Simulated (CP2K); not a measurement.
# CdS (Hawleyite) (F-43m) in CP2K: single point with r2SCAN+rVV10

Aim: the single point of CdS (Hawleyite) with r2SCAN+rVV10.

Everything below comes from runs of CP2K 2026.2. Logs are shortened: lines on timing, memory, paths and dates and some standing lists are left out, and cuts for length are marked.

## Step 1: The cell of the first run

It takes space group F-43m (No. 216, cubic). Conventional cell: a = 5.833 Å, b = 5.833 Å, c = 5.833 Å, α = 90.00°, β = 90.00°, γ = 90.00°. Cd (site symmetry -43m) is surrounded by 4 S at 2.53 Å. S (site symmetry -43m) is surrounded by 4 Cd at 2.53 Å.

## Step 2: Single point, r2SCAN+rVV10 (the cell as VASP's run set it)

The input, cds_scf.inp:

```
&GLOBAL
  PROJECT cds_scf
  RUN_TYPE ENERGY_FORCE
  PRINT_LEVEL LOW
&END GLOBAL
&FORCE_EVAL
  METHOD QS
  STRESS_TENSOR ANALYTICAL
  &DFT
    BASIS_SET_FILE_NAME BASIS_MOLOPT_UZH
    POTENTIAL_FILE_NAME POTENTIAL_UZH
    &MGRID
      CUTOFF 675
      REL_CUTOFF 60
      NGRIDS 5
    &END MGRID
    &QS
      METHOD GPW
      EPS_DEFAULT 1.0E-10
    &END QS
    &KPOINTS
      SCHEME MONKHORST-PACK 5 5 5
      GAMMA_CENTERED T
      SYMMETRY T
      SYMMETRY_BACKEND SPGLIB
    &END KPOINTS
    &SCF
      SCF_GUESS ATOMIC
      EPS_SCF 1.0E-6
      MAX_SCF 100
      ADDED_MOS 22
      CHOLESKY OFF
      EPS_EIGVAL 1.0E-7
      &DIAGONALIZATION ON
        ALGORITHM STANDARD
      &END DIAGONALIZATION
      &MIXING ON
        METHOD BROYDEN_MIXING
        ALPHA 0.4
        BETA 1.5
        NBUFFER 8
      &END MIXING
      &SMEAR ON
        METHOD GAUSSIAN
        SIGMA [eV] 0.05
      &END SMEAR
    &END SCF
    &XC
      &XC_FUNCTIONAL
        &MGGA_X_R2SCAN
        &END MGGA_X_R2SCAN
        &MGGA_C_R2SCAN
        &END MGGA_C_R2SCAN
      &END XC_FUNCTIONAL
      &VDW_POTENTIAL
        POTENTIAL_TYPE NON_LOCAL
        &NON_LOCAL
          TYPE RVV10
          PARAMETERS 11.95 0.0093
          KERNEL_FILE_NAME rVV10_kernel_table.dat
          CUTOFF 300
        &END NON_LOCAL
      &END VDW_POTENTIAL
    &END XC
    &PRINT
      &KPOINTS ON
      &END KPOINTS
      &MULLIKEN ON
      &END MULLIKEN
      &MO ON
        ENERGIES T
        OCCUPATION_NUMBERS T
        &EACH
          QS_SCF 0
        &END EACH
        ADD_LAST NUMERIC
      &END MO
      &LOWDIN ON
      &END LOWDIN
      &HIRSHFELD ON
        SHAPE_FUNCTION DENSITY
      &END HIRSHFELD
      &E_DENSITY_CUBE ON
        STRIDE 2
      &END E_DENSITY_CUBE
      &V_HARTREE_CUBE ON
        STRIDE 2
      &END V_HARTREE_CUBE
      &ELF_CUBE ON
        STRIDE 2
      &END ELF_CUBE
    &END PRINT
  &END DFT
  &SUBSYS
    &CELL
      ABC 5.8330000000 5.8330000000 5.8330000000
      ALPHA_BETA_GAMMA 90.0000000000 90.0000000000 90.0000000000
      PERIODIC XYZ
    &END CELL
    &COORD
      Cd  0.0000000000 0.0000000000 0.0000000000
      Cd  0.0000000000 2.9165000000 2.9165000000
      Cd  2.9165000000 0.0000000000 2.9165000000
      Cd  2.9165000000 2.9165000000 0.0000000000
      S   1.4582500000 1.4582500000 1.4582500000
      S   1.4582500000 4.3747500000 4.3747500000
      S   4.3747500000 4.3747500000 1.4582500000
      S   4.3747500000 1.4582500000 4.3747500000
    &END COORD
    &KIND Cd
      BASIS_SET TZVP-MOLOPT-SCAN-GTH-q12
      POTENTIAL GTH-SCAN-q12
    &END KIND
    &KIND S
      BASIS_SET TZVP-MOLOPT-SCAN-GTH-q6
      POTENTIAL GTH-SCAN-q6
    &END KIND
    &PRINT
      &ATOMIC_COORDINATES ON
      &END ATOMIC_COORDINATES
      &CELL ON
      &END CELL
    &END PRINT
  &END SUBSYS
  &PRINT
    &FORCES ON
    &END FORCES
    &STRESS_TENSOR ON
    &END STRESS_TENSOR
  &END PRINT
&END FORCE_EVAL
```

Potentials or basis: POTENTIAL_UZH Cd GTH-SCAN-q12, S GTH-SCAN-q6; TZVP-MOLOPT-SCAN-GTH basis.

Command:

```sh
OMP_NUM_THREADS=1 cp2k.psmp -i cds_scf.inp -o cds_scf.out
```

cds_scf.out:

```text

 CP2K| version string:                                       CP2K version 2026.2
 CP2K| Input file name                                               cds_scf.inp

 GLOBAL| Force Environment number                                              1
 GLOBAL| Basis set file name                                    BASIS_MOLOPT_UZH
 GLOBAL| Potential file name                                       POTENTIAL_UZH
 GLOBAL| MM Potential file name                                     MM_POTENTIAL
 GLOBAL| Coordinate file name                                      __STD_INPUT__
 GLOBAL| Method name                                                        CP2K
 GLOBAL| Project name                                                    cds_scf
 GLOBAL| Run type                                                   ENERGY_FORCE
 GLOBAL| FFT library                                                       FFTW3
[... 5 lines left out ...]
 GLOBAL| Global print level                                                  LOW
 GLOBAL| Total number of message passing processes                             1
 GLOBAL| Number of threads for this process                                    1
 GLOBAL| CPU model name                                                  UNKNOWN

 CELL| Volume [angstrom^3]:                                           198.461345
 CELL| Vector a [angstrom]:       5.833     0.000     0.000   |a| =     5.833000
 CELL| Vector b [angstrom]:       0.000     5.833     0.000   |b| =     5.833000
 CELL| Vector c [angstrom]:       0.000     0.000     5.833   |c| =     5.833000
 CELL| Angle (b,c), alpha [degree]:                                    90.000000
 CELL| Angle (a,c), beta  [degree]:                                    90.000000
 CELL| Angle (a,b), gamma [degree]:                                    90.000000
 CELL| Numerically orthorhombic:                                             YES
 CELL| Periodicity                                                           XYZ

 CELL_REF| Volume [angstrom^3]:                                       198.461345
 CELL_REF| Vector a [angstrom     5.833     0.000     0.000   |a| =     5.833000
 CELL_REF| Vector b [angstrom     0.000     5.833     0.000   |b| =     5.833000
 CELL_REF| Vector c [angstrom     0.000     0.000     5.833   |c| =     5.833000
 CELL_REF| Angle (b,c), alpha [degree]:                                90.000000
 CELL_REF| Angle (a,c), beta  [degree]:                                90.000000
 CELL_REF| Angle (a,b), gamma [degree]:                                90.000000
 CELL_REF| Numerically orthorhombic:                                         YES
 CELL_REF| Periodicity                                                       XYZ

[... 8 lines left out ...]
 TOTAL NUMBERS AND MAXIMUM NUMBERS

  Total number of            - Atomic kinds:                                   2
                             - Atoms:                                          8
                             - Shell sets:                                     8
                             - Shells:                                        68
                             - Primitive Cartesian functions:                 36
                             - Cartesian basis functions:                    232
                             - Spherical basis functions:                    204

  Maximum angular momentum of- Orbital basis functions:                        3
                             - Local part of the GTH pseudopotential:          0
                             - Non-local part of the GTH pseudopotential:      4

 MODULE QUICKSTEP: ATOMIC COORDINATES IN ANGSTROM

   Atom Kind Element         X             Y             Z       Z(eff)     Mass
      1    1 Cd   48      0.000000      0.000000      0.000000  12.0000 112.4110
      2    1 Cd   48      0.000000      2.916500      2.916500  12.0000 112.4110
      3    1 Cd   48      2.916500      0.000000      2.916500  12.0000 112.4110
      4    1 Cd   48      2.916500      2.916500      0.000000  12.0000 112.4110
      5    2 S    16      1.458250      1.458250      1.458250   6.0000  32.0650
      6    2 S    16      1.458250      4.374750      4.374750   6.0000  32.0650
      7    2 S    16      4.374750      4.374750      1.458250   6.0000  32.0650
      8    2 S    16      4.374750      1.458250      4.374750   6.0000  32.0650

 SCF PARAMETERS         Density guess:                                    ATOMIC
                        --------------------------------------------------------
                        max_scf:                                             100
[... 7 lines left out ...]
                        --------------------------------------------------------
                        level_shift [a.u.]:                             0.000000
                        added MOs                                        22    0
[... 54 lines left out ...]
     7 Broy./Diag. 0.40E+00    6.6     0.00224420      -223.5206367318  4.43E-02
     8 Broy./Diag. 0.40E+00    6.6     0.00089906      -223.5157744217  4.86E-03
     9 Broy./Diag. 0.40E+00    6.6     0.00026474      -223.5247402327 -8.97E-03
    10 Broy./Diag. 0.40E+00    6.6     0.00034967      -223.5267522052 -2.01E-03
    11 Broy./Diag. 0.40E+00    6.7     0.00000411      -223.5256236902  1.13E-03
    12 Broy./Diag. 0.40E+00    6.6     0.00002099      -223.5254914654  1.32E-04
    13 Broy./Diag. 0.40E+00    6.6     0.00000079      -223.5254344218  5.70E-05

  *** SCF run converged in    13 steps ***

  Electronic density on regular grids:        -71.9999999994        0.0000000006
  Core density on regular grids:               71.9999999917       -0.0000000083
  Total charge density on r-space grids:       -0.0000000077
  Total charge density g-space grids:          -0.0000000077

  Overlap energy of the core charge distribution:               0.00000000097182
  Self energy of the core charge distribution:               -393.44436320574272
  Core Hamiltonian energy:                                    117.09089659041663
  Hartree energy:                                              86.40571444647500
  Exchange-correlation energy:                                -33.64420427808987
  Dispersion energy:                                            0.06652202418383
  Smearing free energy correction:                             -0.00000000000000
  Fermi energy:                                                 0.12902476806282

  Total energy:                                              -223.52543442178529
  Total energy (extrapolated to sigma->0):                   -223.52543442178529

 MO| EIGENVALUES AND OCCUPATION NUMBERS FOR K POINT 1
 MO|
 MO|  Index      Eigenvalue [a.u.]        Eigenvalue [eV]             Occupation
 MO|      1              -0.347791              -9.463888               2.000000
 MO|      2              -0.345765              -9.408736               2.000000
 MO|      3              -0.345765              -9.408736               2.000000
 MO|      4              -0.345765              -9.408736               2.000000
 MO|      5              -0.169727              -4.618512               2.000000
 MO|      6              -0.169727              -4.618512               2.000000
[... 635 lines left out ...]
 MO|     57               0.565806              15.396363               0.000000
 MO|     58               0.596030              16.218795               0.000000
 MO| Sum:                                                              72.000000
 MO| E(Fermi):            0.129025 a.u.          3.510942 eV
 MO| Band gap:            0.053258 a.u.          1.449226 eV

 The electron density is written in Cube    file format to the file:

 cds_scf-ELECTRON_DENSITY-1_0.cube

 !-----------------------------------------------------------------------------!
                     Mulliken Population Analysis

 #  Atom  Element  Kind  Atomic population                           Net charge
       1     Cd       1         11.209591                              0.790409
       2     Cd       1         11.209597                              0.790403
       3     Cd       1         11.209603                              0.790397
       4     Cd       1         11.209600                              0.790400
       5     S        2          6.790402                             -0.790402
       6     S        2          6.790402                             -0.790402
       7     S        2          6.790403                             -0.790403
       8     S        2          6.790402                             -0.790402
 # Total charge                             72.000000                 -0.000000

 !-----------------------------------------------------------------------------!

 !-----------------------------------------------------------------------------!
                           Hirshfeld Charges

  #Atom  Element  Kind  Ref Charge     Population                    Net charge
      1       Cd     1      12.000         11.698                         0.302
      2       Cd     1      12.000         11.698                         0.302
      3       Cd     1      12.000         11.698                         0.302
      4       Cd     1      12.000         11.698                         0.302
      5       S      2       6.000          6.302                        -0.302
      6       S      2       6.000          6.302                        -0.302
      7       S      2       6.000          6.302                        -0.302
      8       S      2       6.000          6.302                        -0.302

  Total Charge                                                           -0.000
 !-----------------------------------------------------------------------------!

 LOWDIN POPULATION ANALYSIS

 #  Atom  Element  Kind  Atomic population                           Net charge
       1     Cd       1         12.998005                             -0.998005
       2     Cd       1         12.998005                             -0.998005
       3     Cd       1         12.998006                             -0.998006
       4     Cd       1         12.998006                             -0.998006
       5     S        2          5.001995                              0.998005
       6     S        2          5.001995                              0.998005
       7     S        2          5.001994                              0.998006
       8     S        2          5.001994                              0.998006
 # Total charge                             72.000000                 -0.000000

               ----- ELF is computed on the real space grid -----

 ELF is written in Cube    file format to the file:

 cds_scf-ELF_S1-1_0.cube

 ENERGY| Total FORCE_EVAL ( QS ) energy [hartree]           -223.525333305633779

 FORCES| Atomic forces [hartree/bohr]
 FORCES|   Atom     x               y               z               |f|
 FORCES|      1 -5.78314174E-10 -6.87324885E-10  1.23412145E-08   1.23738611E-08
 FORCES|      2 -6.46294652E-10 -2.01414431E-09 -2.49255823E-08   2.50151779E-08
 FORCES|      3 -2.40574479E-09 -2.16799370E-09 -1.50114997E-08   1.53568528E-08
 FORCES|      4 -2.45949800E-09 -1.22754048E-09  2.14981165E-08   2.16731400E-08
 FORCES|      5 -7.51016996E-09  3.87923150E-09 -2.65967184E-09   8.86143013E-09
 FORCES|      6 -5.00848854E-09  4.67818557E-09  2.75678105E-09   7.38716586E-09
 FORCES|      7  5.31643522E-09 -3.23780255E-09 -2.05182079E-09   6.55422134E-09
 FORCES|      8  7.22153387E-09 -5.29323902E-09  1.98191141E-09   9.17043639E-09
 FORCES| Sum    -6.07054102E-09 -6.07062788E-09 -6.07055118E-09
 FORCES| Total atomic force                                       1.05145415E-08

 STRESS| Analytical stress tensor [bar]
 STRESS|                        x                   y                   z
 STRESS|      x        9.96906249947E+03  -5.29391581130E-04  -5.36623805696E-04
 STRESS|      y       -5.29391581130E-04   9.96906253070E+03  -5.48219050477E-04
 STRESS|      z       -5.36623805696E-04  -5.48219050477E-04   9.96906246445E+03
 STRESS| 1/3 Trace                                             9.96906249821E+03
 STRESS| Determinant                                           9.90747433722E+11

 STRESS| Eigenvectors and eigenvalues of the analytical stress tensor [bar]
 STRESS|                        1                   2                   3
 STRESS| Eigenvalues   9.96906142146E+03   9.96906301886E+03   9.96906305432E+03
 STRESS|      x           0.573002002913     -0.726669630496     -0.378972232191
 STRESS|      y           0.566273666126      0.016768458917      0.824046693967
 STRESS|      z           0.592454926311      0.686782401420     -0.421102236268
```

It took 2.1 min on 1 thread of Arm Neoverse V1, shared host; peak memory 1.2 GiB.

Results:

```
Free energy            : -6082.4336 eV
Pressure               : 1.0 GPa
Band gap on the k mesh : 1.45 eV
Mulliken charges       : Cd +0.79; S -0.79 e
Hirshfeld charges      : Cd +0.30; S -0.30 e
```

Levels at points of the mesh, in eV from the valence-band top:
| k point | band 33 | band 34 | band 35 | band 36 | band 37 | band 38 | band 39 | band 40 |
| --- | --- | --- | --- | --- | --- | --- | --- | --- |
| (0.00, 0.00, 0.00) | -1.98 | 0.00 | 0.00 | 0.00 | 1.45 | 3.79 | 3.79 | 3.79 |

Caveat: Mulliken charges move with the basis; the basis of atomic orbitals isn't converged, which shifts pressures, moduli and gaps.
